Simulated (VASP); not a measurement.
# HfB2 (P6/mmm) in VASP: a series of runs

One crystal, HfB2, is run at these levels: PBEsol; tasks: single point.

Everything below comes from runs of VASP 6.6.1. Logs are shortened: lines on timing, memory, paths and dates and some standing lists are left out, and cuts for length are marked.

## (1) The structure

Symmetry: P6/mmm, No. 191, hexagonal system. The conventional cell has a = 3.140 Å, b = 3.140 Å, c = 3.480 Å, α = 90.00°, β = 90.00°, γ = 120.00°. Hf (site symmetry 6/mmm) has 12 B at 2.51 Å as nearest neighbours. B (site symmetry -6m2) is surrounded by 3 B at 1.81 Å.

## (2) Single point, PBEsol

The input, INCAR:

```
SYSTEM = HfB2
  PREC = Accurate
  ENCUT = 460
  EDIFF = 1E-7
  ISMEAR = 0
  SIGMA = 0.15
  LREAL = .FALSE.
  LASPH = .TRUE.
  NELM = 100
  ALGO = Normal
  ISIF = 2
  LWAVE = .FALSE.
  LCHARG = .FALSE.
  GGA = PS
  NBANDS = 12
  ADDGRID = .FALSE.
```

The input, KPOINTS:

```
Automatic mesh
0
G
  15 15 12
  0 0 0
```

The input, POSCAR:

```
HfB2
1.0
    3.1400000000      0.0000000000      0.0000000000
   -1.5700000000      2.7193197679      0.0000000000
    0.0000000000      0.0000000000      3.4800000000
Hf B
1 2
Direct
    0.0000000000      0.0000000000      0.0000000000
    0.6666666667      0.3333333333      0.5000000000
    0.3333333333      0.6666666667      0.5000000000
```

Potentials or basis: VASP PAW PBE potentials, release 64 (Hf, B).

Command:

```bash
$ cat potpaw_PBE.64/Hf/POTCAR potpaw_PBE.64/B/POTCAR > POTCAR
$ mpirun -np 1 vasp_std > vasp.out
```

OUTCAR:

```text
SYSTEM = HfB2
   PREC = Accurate
   ENCUT = 460
   EDIFF = 1E-7
   ISMEAR = 0
   LREAL = .FALSE.
   LASPH = .TRUE.
   NELM = 100
   ISIF = 2
   GGA = PS

 Found    189 irreducible k-points:

 Following reciprocal coordinates:
            Coordinates               Weight
  0.000000  0.000000  0.000000      1.000000
  0.066667 -0.000000  0.000000      6.000000
  0.133333  0.000000  0.000000      6.000000
  0.200000  0.000000  0.000000      6.000000
  0.266667  0.000000  0.000000      6.000000
  0.333333  0.000000  0.000000      6.000000
   k-points           NKPTS =    189   k-points in BZ     NKDIM =    189   number of bands    NBANDS=     12
   number of dos      NEDOS =    301   number of ions     NIONS =      3
   total plane-waves  NPLWV =  13824
   dimension x,y,z NGX =    24 NGY =   24 NGZ =   24
   dimension x,y,z NGXF=    48 NGYF=   48 NGZF=   48
   ions per type =               1   2
   NGX,Y,Z   is equivalent  to a cutoff of  12.71, 12.71, 11.47 a.u.
   NGXF,Y,Z  is equivalent  to a cutoff of  25.41, 25.41, 22.93 a.u.
 SYSTEM =  HfB2
   PREC   = accura    normal or accurate (medium, high low for compatibility)
   ISTART =      0    job   : 0-new  1-cont  2-samecut
   ICHARG =      2    charge: 1-file 2-atom 10-const
   ISPIN  =      1    spin polarized calculation?
   LNONCOLLINEAR =      F non collinear calculations
   LSORBIT =      F    spin-orbit coupling
   LASPH  =      T    aspherical Exc in radial PAW
   ENCUT  =  460.0 eV  33.81 Ry    5.81 a.u.   5.49  5.49  6.09*2*pi/ulx,y,z
   NELM   =    100;   NELMIN=  2; NELMDL= -5     # of ELM steps
   EDIFF  = 0.1E-06   stopping-criterion for ELM
   LREAL  =      F    real-space projection
   EDIFFG = 0.1E-05   stopping-criterion for IOM
   NSW    =      0    number of steps for IOM
   IBRION =     -1    ionic relax: 0-MD 1-quasi-New 2-CG
   NFREE  =      0    steps in history (QN), initial steepest desc. (CG)
   ISIF   =      2    stress and relaxation
   ISYM   =      2    0-nonsym 1-usesym 2-fastsym
   POTIM  = 0.5000    time-step for ionic-motion
   TEBEG  =    0.0;   TEEND  =   0.0 temperature during run
   PSTRESS=    0.0 pullay stress
   NELECT =      10.0000    total number of electrons
   NUPDOWN=      -1.0000    fix difference up-down
   EMIN   =  10.00;   EMAX   =-10.00  energy-range for DOS
   EFERMI =   0.00;   METHOD = LEGACY
   ISMEAR =     0;   SIGMA  =   0.15  broadening in eV -4-tet -1-fermi 0-gaus
   EFERMI_NEDOS =   21; number of points for ismear=-14 and -15
   IALGO  =     38    algorithm
   IMIX   =      4    mixing-type and parameters
     AMIX     =   0.40;   BMIX     =  1.00
     AMIX_MAG =   1.60;   BMIX_MAG =  1.00
  volume/ion in A,a.u.               =       9.90        66.84
  Fermi-wavevector in a.u.,A,eV,Ry     =   1.138724  2.151876 17.642568  1.296692
  Thomas-Fermi vector in A             =   2.275428
   LORBIT       =      0    0 simple, 1 ext, 2 COOP (PROOUT), +10 PAW based schemes
   GGA     = PS    functional components
   LHFCALC =     F    Hartree Fock is set to
   AEXX    =    0.0000 exact exchange contribution
   IVDW    =     0    specifies the selected vdW correction
   LEPSILON=     F    determine dielectric tensor
   LRPA    =     F    only Hartree local field effects (RPA)
 non-spin polarized calculation
 Gauss-broadening in eV      SIGMA  =   0.15
  energy-cutoff  :      460.00
  volume of cell :       29.71
 maximum number of plane-waves:       690
 NGX is ok and might be reduce to    24
   NGX = 11   NGY = 11   NGZ = 13

 number of electron      10.0000000 magnetization

 Free energy of the ion-electron system (eV)
  ---------------------------------------------------
  ext. energy  EPLUGINS =         0.00000000
  ---------------------------------------------------
  free energy    TOTEN  =       -27.92912377 eV

  energy without entropy =      -27.92663829  energy(sigma->0) =      -27.92788103

 E-fermi :   7.8379     XC(G=0): -12.4561

 val. band max:        7.8158753611   @ k =   0.4000   0.1333   0.0000
 cond. band min:       7.8571421280   @ k =   0.0667   0.0667   0.4167
 fundamental gap:      0.0412667669
 Fermi energy:         7.8379183279

 k-point     1 :       0.0000    0.0000    0.0000
  band No.  band energies     occupation
      1      -5.8950      2.00000
      2       4.7871      2.00000
      3       4.9450      2.00000
      4       4.9450      2.00000
      5       5.0543      2.00000
      6      11.8384      0.00000
      7      11.8384      0.00000
      8      12.5024      0.00000
      9      12.5024      0.00000
     10      12.8169      0.00000
     11      12.8169      0.00000
     12      12.8835      0.00000

 k-point     2 :       0.0667   -0.0000    0.0000
  band No.  band energies     occupation
      1      -5.8029      2.00000
      2       4.6653      2.00000
      3       4.8857      2.00000
      4       4.9402      2.00000
      5       4.9685      2.00000
      6      11.6361      0.00000
      7      11.7699      0.00000
      8      11.9356      0.00000
      9      11.9671      0.00000
     10      13.1861      0.00000
     11      13.5082      0.00000
     12      13.6631      0.00000
[... 31 lines left out ...]
 k-point     5 :       0.2667    0.0000    0.0000
  band No.  band energies     occupation
      1      -4.5135      2.00000
      2       2.0032      2.00000
      3       4.1833      2.00000
      4       4.7293      2.00000
      5       5.5305      2.00000
      6       9.9650      0.00000
      7      11.0586      0.00000
      8      11.4112      0.00000
      9      11.8702      0.00000
     10      13.8883      0.00000
     11      15.7393      0.00000
     12      17.2445      0.00000

 k-point     6 :       0.3333    0.0000    0.0000
  band No.  band energies     occupation
      1      -3.8097      2.00000
      2       0.9638      2.00000
      3       3.9526      2.00000
      4       4.5959      2.00000
      5       5.3662      2.00000
      6      10.6468      0.00000
      7      10.7566      0.00000
      8      10.8190      0.00000
      9      12.4344      0.00000
     10      13.8841      0.00000
     11      16.8540      0.00000
     12      18.1920      0.00000

 [... further k-points ...]

------------------------ aborting loop because EDIFF is reached ----------------------------------------

  FORCE on cell =-STRESS in cart. coord.  units (eV):
  Direction    XX          YY          ZZ          XY          YZ          ZX
  --------------------------------------------------------------------------------------
  -------------------------------------------------------------------------------------
  Total       -0.7146104     -0.7146104     -0.8351134      0.0000000      0.0000000      0.0000000
  in kB      -38.5310406    -38.5310406    -45.0284387      0.0000000      0.0000000      0.0000000
  external PRESSURE =     -40.6968400 kB  Pullay stress =       0.0000000 kB

 VOLUME and BASIS-vectors are now :
 -----------------------------------------------------------------------------
  energy-cutoff  :      460.00
  volume of cell :       29.71
      direct lattice vectors                 reciprocal lattice vectors
     3.140000000  0.000000000  0.000000000     0.318471338  0.183869512  0.000000000
    -1.570000000  2.719319768  0.000000000     0.000000000  0.367739025  0.000000000
     0.000000000  0.000000000  3.480000000     0.000000000  0.000000000  0.287356322

 POSITION                                       TOTAL-FORCE (eV/Angst)
 -----------------------------------------------------------------------------------
      0.00000      0.00000      0.00000         0.000000      0.000000      0.000000
      1.57000      0.90644      1.74000         0.000000      0.000000     -0.000000
     -0.00000      1.81288      1.74000        -0.000000      0.000000      0.000000
 -----------------------------------------------------------------------------------
    total drift:                                0.000000     -0.000000      0.000000

  FREE ENERGIE OF THE ION-ELECTRON SYSTEM (eV)
  ---------------------------------------------------
  free  energy   TOTEN  =       -27.9291237708 eV

  energy  without entropy=      -27.9266382912  energy(sigma->0) =      -27.92788103
```

OSZICAR:

```text
N       E                     dE             d eps       ncg     rms          rms(c)
DAV:   1     0.124269402828E+01    0.12427E+01   -0.40956E+03  4544   0.647E+02
DAV:   2    -0.293210481462E+02   -0.30564E+02   -0.29324E+02  6396   0.120E+02
DAV:   3    -0.301681795284E+02   -0.84713E+00   -0.84122E+00  6312   0.173E+01
DAV:   4    -0.301714722905E+02   -0.32928E-02   -0.32918E-02  5572   0.112E+00
DAV:   5    -0.301714887501E+02   -0.16460E-04   -0.16458E-04  6272   0.699E-02    0.202E+01
DAV:   6    -0.281440579719E+02    0.20274E+01   -0.36691E+00  5464   0.958E+00    0.104E+01
DAV:   7    -0.279568631665E+02    0.18719E+00   -0.72450E-01  6060   0.459E+00    0.265E+00
DAV:   8    -0.279315087770E+02    0.25354E-01   -0.80754E-02  5404   0.149E+00    0.545E-01
DAV:   9    -0.279293290847E+02    0.21797E-02   -0.10166E-02  5396   0.526E-01    0.214E-01
DAV:  10    -0.279291388352E+02    0.19025E-03   -0.11685E-03  5412   0.186E-01    0.388E-02
DAV:  11    -0.279291252375E+02    0.13598E-04   -0.58986E-05  5856   0.492E-02    0.176E-02
DAV:  12    -0.279291237345E+02    0.15029E-05   -0.49843E-06  5784   0.126E-02    0.489E-03
DAV:  13    -0.279291237708E+02   -0.36267E-07   -0.12550E-07  4668   0.218E-03
   1 F= -.27929124E+02 E0= -.27927881E+02  d E =-.248548E-02
```

It took 20 s on 1 thread of Intel Xeon Platinum 8559C (Emerald Rapids), shared host; peak memory 0.18 GiB.

These settings aren't checked as converged: the numbers below hold their error.

What came out:

| Property | Result |
| --- | --- |
| Free energy | -27.9291 eV |
| Pressure | -4.1 GPa |
| Band gap on the k mesh | none (metal or under the smearing width) |

Caveat: the PAW data sets were made with another functional, which shifts forces and pressure a little.

## (3) Single point, PBEsol

INCAR is that of step 2.

KPOINTS is that of step 2.

The input, POSCAR:

```
HfB2
1.0
    3.1400000000      0.0000000000      0.0000000000
   -1.5700000000      2.7193197679      0.0000000000
    0.0000000000      0.0000000000      3.4800000000
Hf B
1 2
Direct
   -0.0142630000      0.0046330000     -0.0059370000
    0.6696320000      0.3380360000      0.4871880000
    0.3055440000      0.6904850000      0.5067950000
```

Potentials or basis: VASP PAW PBE potentials, release 64 (Hf, B).

Command:

```bash
$ cat potpaw_PBE.64/Hf/POTCAR potpaw_PBE.64/B/POTCAR > POTCAR
$ mpirun -np 1 vasp_std > vasp.out
```

Run time: 2.1 min. Hardware: 1 thread of Intel Xeon Platinum 8559C (Emerald Rapids), shared host; peak memory 0.53 GiB.

These settings aren't checked as converged: the numbers below hold their error.

What came out:

```yaml
Free_energy: -27.7973 eV
Pressure: -2.4 GPa
Largest_force: 1.762 eV/Å
Band_gap_on_the_k_mesh: none (metal or under the smearing width)
```

Caveat: the PAW data sets were made with another functional, which shifts forces and pressure a little.

## (4) The reference run

An earlier run on the cell as given: functional PBEsol; potentials or basis VASP PAW PBE potentials, release 64 (Hf_pv, B); cutoff 520 eV; k mesh 10 × 10 × 8; occupations fermi-dirac, width 0.05 eV; no spin polarisation.

- Pressure: -4.4 GPa
- Band gap on the k mesh: none (metal or under the smearing width)
